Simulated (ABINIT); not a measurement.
# AgBr (Fm-3m): a self-consistent loop beyond G0W0, cycle by cycle, part 3 of 3

How far does self-consistency move the gap of AgBr (Fm-3m)?

ABINIT 10.8.3; LDA and many-body steps on it, plane waves. Known limits of the many-body steps: not at the basis limit; d shell near the gap, gap tends to lie low; no spin-orbit coupling; coarse k mesh.

So far. Step 10 (evGW, cycle 1): Against G0W0 in ABINIT (4×4×4 mesh, 70 bands, screening to 130.6 eV, Godby-Needs plasmon pole), the gap moves by +0.504 eV. Step 13 (evGW, cycle 2): Against the cycle before, the gap moves by +0.052 eV.

The database entry behind the starting cell differs from later determinations by our own check (about 0.6 % short of the room-temperature cell), so it need not match the best structure at ambient conditions.

### 15. Screening, 4×4×4 mesh, 70 bands, screening to 130.6 eV

This step: RPA screening on LDA from quasiparticle energies, plane waves, norm-conserving pseudopotentials.

The input, run.abi:

```
acell 3*1.0 Angstrom
rprim 
  -0.000000000000 2.870150000000 2.870150000000
  2.870150000000 0.000000000000 2.870150000000
  2.870150000000 2.870150000000 0.000000000000
ntypat 2
znucl 47 35
natom 2
typat 1 2
xred 
  0.000000000000 0.000000000000 0.000000000000
  0.500000000000 0.500000000000 0.500000000000
pp_dirpath "pseudos"
pseudos "Ag.upf, Br.upf"
ecut 39
ngkpt 4 4 4
nshiftk 1
shiftk 0 0 0
kptopt 1
chksymbreak 0
istwfk *1
occopt 1
irdwfk 1
optdriver 3
nband 70
ecuteps 4.8
inclvkb 2
awtr 1
symchi 1
irdqps 1
gwcalctyp 10
nqptdm 7
qptdm 
  0.2500000000 0.0000000000 0.0000000000
  0.5000000000 0.0000000000 0.0000000000
  0.2500000000 0.2500000000 0.0000000000
  0.5000000000 0.2500000000 0.0000000000
  -0.2500000000 0.2500000000 0.0000000000
  0.5000000000 0.5000000000 0.0000000000
  -0.2500000000 0.5000000000 0.2500000000
indata_prefix "in"
outdata_prefix "out"
tmpdata_prefix "tmp"
```

The input, mrgscr.stdin:

```
2
merged
q0_SCR
out_SCR
1
```

Started as:

```
OMP_NUM_THREADS=1 mpirun -n 8 abinit run.abi > log; mrgscr < mrgscr.stdin
```

Numbers of over 12 decimals in the logs are rounded to 6 here.

Log:

```text
.Version 10.8.3 of ABINIT. v10.8.2 released Aug 2026.

 Symmetries : space group Fm -3 m (#225); Bravais cF (face-center cubic)
[... echo of the input left out ...]
== DATASET  1 ==================================================================
-   mpi_nproc: 8, omp_nthreads: 1 (-1 if OMP is not activated)

--- !DatasetInfo
iteration_state: {dtset: 1, }
dimensions: {natom: 2, nkpt: 8, mband: 70, nsppol: 1, nspinor: 1, nspden: 1, mpw: 3727, }
cutoff_energies: {ecut:  39.0, pawecutdg:  -1.0, }
[...]
q-point number  1        q = ( 0.250000, 0.000000, 0.000000) [r.l.u.]
--------------------------------------------------------------------------------
[... chi0 elements left out ...]
  Average fulfillment of the sum rule on Im[epsilon] for q-point    2 :     76.55  [%]

--------------------------------------------------------------------------------
  q-point number  2        q = ( 0.500000, 0.000000, 0.000000) [r.l.u.]
--------------------------------------------------------------------------------
[... chi0 elements left out ...]
  Average fulfillment of the sum rule on Im[epsilon] for q-point    3 :     67.54  [%]

 [... 5 further q-points ...]
```

It took 11 s on 8 MPI ranks of Arm Neoverse V1, shared host; peak memory 1.2 GiB.

This step gave:

* plasma frequency: 27.53 eV
* plane waves in the screening matrix: 169

This screening reads the quasiparticle levels of the cycle before.

### 16. evGW, cycle 3

This step: evGW on LDA, plane waves, norm-conserving pseudopotentials.

run.abi, as its differences from that of step 15:

```diff
@@ -23,12 +23,10 @@
 irdwfk 1
-optdriver 3
+optdriver 4
 nband 70
-ecuteps 4.8
-inclvkb 2
-awtr 1
-symchi 1
-irdqps 1
 gwcalctyp 10
-nqptdm 7
-qptdm 
+ecutsigx 39
+symsigma 1
+nkptgw 8
+kptgw 
+  0.0000000000 0.0000000000 0.0000000000
   0.2500000000 0.0000000000 0.0000000000
@@ -40,2 +38,15 @@
   -0.2500000000 0.5000000000 0.2500000000
+bdgw 
+  6 21
+  6 21
+  6 21
+  6 21
+  6 21
+  6 21
+  6 21
+  6 21
+ecuteps 4.8
+irdscr 1
+ppmodel 1
+irdqps 1
 indata_prefix "in"
```

Started as:

```
OMP_NUM_THREADS=1 mpirun -n 8 abinit run.abi > log
```

Log:

```text
.Version 10.8.3 of ABINIT. v10.8.2 released Aug 2026.

 Symmetries : space group Fm -3 m (#225); Bravais cF (face-center cubic)
[... echo of the input left out ...]
== DATASET  1 ==================================================================
-   mpi_nproc: 8, omp_nthreads: 1 (-1 if OMP is not activated)

--- !DatasetInfo
iteration_state: {dtset: 1, }
dimensions: {natom: 2, nkpt: 8, mband: 70, nsppol: 1, nspinor: 1, nspden: 1, mpw: 3727, }
cutoff_energies: {ecut:  39.0, pawecutdg:  -1.0, }
[...]
.  kptgw no:  3; Maximum DeltaE = (   0.004  -0.000) for band index: 16
[...]
.  kptgw no:  7; Maximum DeltaE = (   0.004  -0.002) for band index: 16
.  kptgw no:  8; Maximum DeltaE = (   0.008   0.001) for band index:  5

== END DATASET(S) ==============================================================
================================================================================

 -outvars: echo values of variables after computation  --------
           etotal      0.0000000000E+00
            nband          70
             nkpt           8
          spgroup         225
 [... the other variables as echoed above ...]

 Calculation completed.
```

It took 48 s on 8 MPI ranks; peak memory 2.9 GiB.

This step gave:

| Item | Value |
| --- | --- |
| quasiparticle gap on the mesh | 2.211 eV |
| gap of the density functional on the mesh | 0.3742 eV |
| k of the valence top | 0.5, 0, 0 |
| k of the conduction bottom | 0, 0, 0 |
| least direct quasiparticle gap on the computed points | 4.239 eV |

Against the cycle before, the gap moves by +0.007 eV.

### 17. The runs together

Times are wall times on 8 MPI ranks of Arm Neoverse V1, shared host, good to a factor of about two. A run's time includes the screening step that it read.

| run | mesh | bands | screening cutoff (eV) | DFT gap (eV) | gap on the mesh (eV) | direct (eV) | ε∞ used | time |
| --- | --- | --- | --- | --- | --- | --- | --- | --- |
| G0W0 | 4×4×4 | 70 | 130.6 | 0.374 | 1.648 | 3.687 | 7.75 | 18 s |
| evGW0, cycle 1 | 4×4×4 | 70 | 130.6 | 0.374 | 1.943 | 4.010 | 7.75 | 62 s |
| evGW0, cycle 2 | 4×4×4 | 70 | 130.6 | 0.374 | 1.837 | 3.865 | 7.75 | 63 s |
| evGW0, cycle 3 | 4×4×4 | 70 | 130.6 | 0.374 | 1.843 | 3.878 | 7.75 | 63 s |
| evGW, cycle 1 | 4×4×4 | 70 | 130.6 | 0.374 | 2.152 | 4.185 | 6.04 | 64 s |
| evGW, cycle 2 | 4×4×4 | 70 | 130.6 | 0.374 | 2.204 | 4.232 | 5.79 | 66 s |
| evGW, cycle 3 | 4×4×4 | 70 | 130.6 | 0.374 | 2.211 | 4.239 | 5.75 | 63 s |

### 18. Summary of results

- G0W0: 1.648 eV
- evGW0, cycle 1: 1.943 eV
- evGW0, cycle 2: 1.837 eV
- evGW0, cycle 3: 1.843 eV
- evGW, cycle 1: 2.152 eV
- evGW, cycle 2: 2.204 eV
- evGW, cycle 3: 2.211 eV
- known limits: not at the basis limit; d shell near the gap, gap tends to lie low; no spin-orbit coupling; coarse k mesh

**Reading.** Only the bands that the input lists are updated; the others, empty or deep, keep the functional's energies or take a rigid shift. The evGW loop starts from the last levels of evGW0, so its cycles and time come on top of those. evGW0 ends at 1.84 eV, +0.20 eV from G0W0, after 3 cycles that took 2.4 min beside the first screening; the last moved the gap by 0.006 eV. evGW ends at 2.21 eV, +0.56 eV from G0W0, after 3 cycles that took 3.2 min beside the first screening; the last moved the gap by 0.007 eV. The first cycle of evGW0 takes the full correction, without the factor Z, so it overshoots the one-shot value. Bands and cutoff are finite, so the gap is not at the basis limit. The miss can reach some tenths of an eV and take either sign; the mesh is an error of its own. The 4×4×4 mesh is coarse for this cell, which bears on the long-range parts of exchange and screening. In the updated screening the q = 0 part is built from Kohn-Sham bands under a rigid shift, the other q from the quasiparticle levels. A d shell, filled or nearly so, lies near the gap. One-shot GW converges very slowly in bands there, not always from below, and on a semilocal start the gap tends to come out low; starts rich in exact exchange can overshoot instead. The many-body steps are scalar-relativistic: spin-orbit coupling is not in them.

[Paths, hosts, dates, memory and timing lines, banners, echoed tables and standing remarks are left out of the program output.]

[Logs are printed without paths, hosts, clocks, repeated set-up lines and the standing remarks that a program may print on its own settings, such as how far it seeks lower states.]

[Runs of the session that timed out or met a known fault of the program may be left out.]

[Hosts, paths, dates, database ids (printed as entryN), source tags and the programs' standing remarks are cut or masked in the printed files.]

[G0W0 gaps are taken among the corrected bands and points alone; a level outside them can change the order at an edge.]

[Where Ansatz stands beside ABINIT at settings called matched, ABINIT's density can come from a denser mesh and the files from another edition; pairs whose starting gaps differed by over 0.03 eV were left out, so agreement reads better than it is.]
